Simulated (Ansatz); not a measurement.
# Barrier of one jump, H in Ti

These are results of DFT PBE, scalar-relativistic, plane waves, PAW in Ansatz, not measurements. Settings: 420 eV cutoff, 4×4×4 k-mesh, shifted by half a step, Gaussian smearing of 0.10 eV, no spin polarisation.

Host crystal, relaxed:

```cif
data_structure
_symmetry_space_group_name_H-M 'P 1'
_symmetry_Int_Tables_number 1
_cell_length_a 4.5795
_cell_length_b 4.5795
_cell_length_c 2.8322
_cell_angle_alpha 90.000
_cell_angle_beta 90.000
_cell_angle_gamma 120.000
_cell_volume 51.44
loop_
_atom_site_label
_atom_site_type_symbol
_atom_site_fract_x
_atom_site_fract_y
_atom_site_fract_z
_atom_site_occupancy
Ti1 Ti 0.00000 0.00000 0.00000 1
Ti2 Ti 0.33333 0.66667 0.50000 1
Ti3 Ti 0.66667 0.33333 0.50000 1
```

In a supercell of 18 host sites, interstitial H hops to an equivalent place, moving 1.07 Å between the relaxed ends. Climbing-image nudged elastic band at fixed cell with images 0 (start) to 6 (end), the path measured over all atoms, converged to 0.05 eV/Å; the order of the saddle wasn't checked, and the small cell leaves errors of about a tenth of an eV. Zero-point motion and tunnelling, which matter for H, are left out.

Supercell rows in host cell vectors: 0 -1 2; 1 1 2; -1 0 2. H was set at (0.000, 0.250, 0.500) of the host cell.

At the relaxed start H has 4 Ti at 1.86 Å, 2 Ti at 2.87 Å.

(1) What barrier does the band give, and what surrounds the atom at the top?

Answers

(1) 0.09 eV at image 3, where H has 1 Ti at 1.80 Å, 2 Ti at 1.85 Å, 2 Ti at 2.26 Å.

Cost: 1 run of about 24 core-minutes, on Intel Xeon 6975P-C (Granite Rapids) (shared hosts).